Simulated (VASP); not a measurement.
Here is a VASP 6.6.1 calculation.

File INCAR:

```
SYSTEM = FeNi
ALGO = Normal
EDIFF = 1E-6
ENCUT = 520
ISIF = 2
ISMEAR = -1
ISPIN = 2
LASPH = .TRUE.
LCHARG = .FALSE.
LMAXMIX = 4
LMIXTAU = .TRUE.
LORBIT = 11
LREAL = .FALSE.
LWAVE = .FALSE.
MAGMOM = 1 3
METAGGA = R2SCAN
NBANDS = 20
NELM = 150
PREC = Accurate
SIGMA = 0.05
```

The input KPOINTS:

```
k-points
0
G
  10 10 8
  0 0 0
```

POSCAR

```
FeNi
1.0
    2.5330000000      0.0000000000      0.0000000000
    0.0000000000      2.5330000000      0.0000000000
    0.0000000000      0.0000000000      3.5820000000
Ni Fe
1 1
Direct
    0.5000000000      0.5000000000      0.5000000000
    0.0000000000      0.0000000000      0.0000000000
```

KPOINTS_OPT

```
path GXMGZRAZ,XR,MA
10
line-mode
reciprocal
 0.0000000000  0.0000000000  0.0000000000  G
 0.0000000000  0.5000000000  0.0000000000  X

 0.0000000000  0.5000000000  0.0000000000  X
 0.5000000000  0.5000000000  0.0000000000  M

 0.5000000000  0.5000000000  0.0000000000  M
 0.0000000000  0.0000000000  0.0000000000  G

 0.0000000000  0.0000000000  0.0000000000  G
 0.0000000000  0.0000000000  0.5000000000  Z

 0.0000000000  0.0000000000  0.5000000000  Z
 0.0000000000  0.5000000000  0.5000000000  R

 0.0000000000  0.5000000000  0.5000000000  R
 0.5000000000  0.5000000000  0.5000000000  A

 0.5000000000  0.5000000000  0.5000000000  A
 0.0000000000  0.0000000000  0.5000000000  Z

 0.0000000000  0.5000000000  0.0000000000  X
 0.0000000000  0.5000000000  0.5000000000  R

 0.5000000000  0.5000000000  0.0000000000  M
 0.5000000000  0.5000000000  0.5000000000  A
```

Potentials or basis: VASP PAW PBE potentials, release 64 (Ni, Fe).

Command:

```console
$ cat potpaw_PBE.64/Ni/POTCAR potpaw_PBE.64/Fe/POTCAR > POTCAR
$ mpirun -np 1 vasp_std > vasp.out
```

Question: Predict the pressure.

Answer: -5.8 GPa.

Question: Estimate the band gap along the path.

Answer: None (metal or under the smearing width).

Question: Estimate the net moment.

Answer: 3.51 μB per cell.

Levels at the corners of the path, in eV from the Fermi level:
Spin up:
```
point  band 6  band 7  band 8  band 9  band 10  band 11  band 12  band 13  band 14  band 15
    Γ   -3.12   -2.32   -2.24   -1.18    -1.08    -1.08     2.38     9.04    14.79    14.79
    X   -3.26   -3.07   -2.45   -2.04    -1.75     0.39     0.59    11.38    11.46    12.55
    X   -3.26   -3.07   -2.45   -2.04    -1.75     0.39     0.59    11.38    11.46    12.55
    M   -1.38   -1.15   -1.10   -1.10    -1.10     2.41     2.41     8.85     9.27    14.35
    M   -1.38   -1.15   -1.10   -1.10    -1.10     2.41     2.41     8.85     9.27    14.35
    Γ   -3.12   -2.32   -2.24   -1.18    -1.08    -1.08     2.38     9.04    14.79    14.79
    Γ   -3.12   -2.32   -2.24   -1.18    -1.08    -1.08     2.38     9.04    14.79    14.79
    Z   -2.67   -2.67   -2.43   -2.20    -1.94    -1.94    -1.32    19.08    19.08    19.36
    Z   -2.67   -2.67   -2.43   -2.20    -1.94    -1.94    -1.32    19.08    19.08    19.36
    R   -3.03   -1.42   -1.34   -1.26    -1.26    -0.41    -0.37     5.34     5.83    21.90
    R   -3.03   -1.42   -1.34   -1.26    -1.26    -0.41    -0.37     5.34     5.83    21.90
    A   -3.29   -2.71   -1.99   -1.15    -1.10     7.64     7.64     7.68     7.68     9.69
    A   -3.29   -2.71   -1.99   -1.15    -1.10     7.64     7.64     7.68     7.68     9.69
    Z   -2.67   -2.67   -2.43   -2.20    -1.94    -1.94    -1.32    19.08    19.08    19.36
    X   -3.26   -3.07   -2.45   -2.04    -1.75     0.39     0.59    11.38    11.46    12.55
    R   -3.03   -1.42   -1.34   -1.26    -1.26    -0.41    -0.37     5.34     5.83    21.90
    M   -1.38   -1.15   -1.10   -1.10    -1.10     2.41     2.41     8.85     9.27    14.35
    A   -3.29   -2.71   -1.99   -1.15    -1.10     7.64     7.64     7.68     7.68     9.69
```
Spin down:
```tsv
point	band 3	band 4	band 5	band 6	band 7	band 8	band 9	band 10	band 11	band 12
Γ	-3.21	-1.34	-1.34	-0.76	-0.61	0.75	1.95	1.95	2.13	2.78
X	-2.61	-2.06	-1.38	-1.36	-0.78	-0.71	1.47	1.56	1.67	3.73
X	-2.61	-2.06	-1.38	-1.36	-0.78	-0.71	1.47	1.56	1.67	3.73
M	-3.37	-3.37	0.71	1.01	1.61	1.61	2.10	2.10	2.15	2.56
M	-3.37	-3.37	0.71	1.01	1.61	1.61	2.10	2.10	2.15	2.56
Γ	-3.21	-1.34	-1.34	-0.76	-0.61	0.75	1.95	1.95	2.13	2.78
Γ	-3.21	-1.34	-1.34	-0.76	-0.61	0.75	1.95	1.95	2.13	2.78
Z	-2.41	-1.69	-1.25	-1.00	-1.00	-0.56	0.75	1.19	1.19	2.72
Z	-2.41	-1.69	-1.25	-1.00	-1.00	-0.56	0.75	1.19	1.19	2.72
R	-1.65	-1.44	-1.21	-0.80	-0.78	-0.36	0.85	1.91	2.03	2.23
R	-1.65	-1.44	-1.21	-0.80	-0.78	-0.36	0.85	1.91	2.03	2.23
A	-2.65	-2.33	-1.53	-1.53	-0.61	0.71	1.77	2.56	8.16	8.16
A	-2.65	-2.33	-1.53	-1.53	-0.61	0.71	1.77	2.56	8.16	8.16
Z	-2.41	-1.69	-1.25	-1.00	-1.00	-0.56	0.75	1.19	1.19	2.72
X	-2.61	-2.06	-1.38	-1.36	-0.78	-0.71	1.47	1.56	1.67	3.73
R	-1.65	-1.44	-1.21	-0.80	-0.78	-0.36	0.85	1.91	2.03	2.23
M	-3.37	-3.37	0.71	1.01	1.61	1.61	2.10	2.10	2.15	2.56
A	-2.65	-2.33	-1.53	-1.53	-0.61	0.71	1.77	2.56	8.16	8.16
```

Caveat: the PAW data sets were made with another functional, which shifts forces and pressure a little.
